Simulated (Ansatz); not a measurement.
Density of states of ZnTe (F-43m) below the valence band maximum, PBEsol with spin-orbit coupling, rigid bands (Ansatz, a quantum-chemistry and plane-wave program); cell volume 55.8 Å³.

(energy from edge (eV), 10⁻³ states/eV/cell): (0.006, 16.7); (0.031, 38.8); (0.056, 54.0); (0.081, 67.4); (0.106, 80.3); (0.131, 92.8); (0.156, 105); (0.181, 119); (0.206, 132); (0.231, 145); (0.256, 160); (0.281, 174); (0.319, 197); (0.344, 213); (0.369, 230); (0.394, 247); (0.419, 265); (0.444, 283); (0.469, 303); (0.494, 322); (0.519, 343); (0.544, 365); (0.569, 386); (0.594, 408)

**Question.** What effective density of states at 300 K does this give (∫ g(E) exp(−E/k_BT) dE, both spins, divided by the cell's size)?

**Answer.** 1.5e19 cm⁻³, a density-of-states mass of 0.71 mₑ, valleys and band degeneracy included.

Geometry: cell and atoms relaxed with PBEsol.
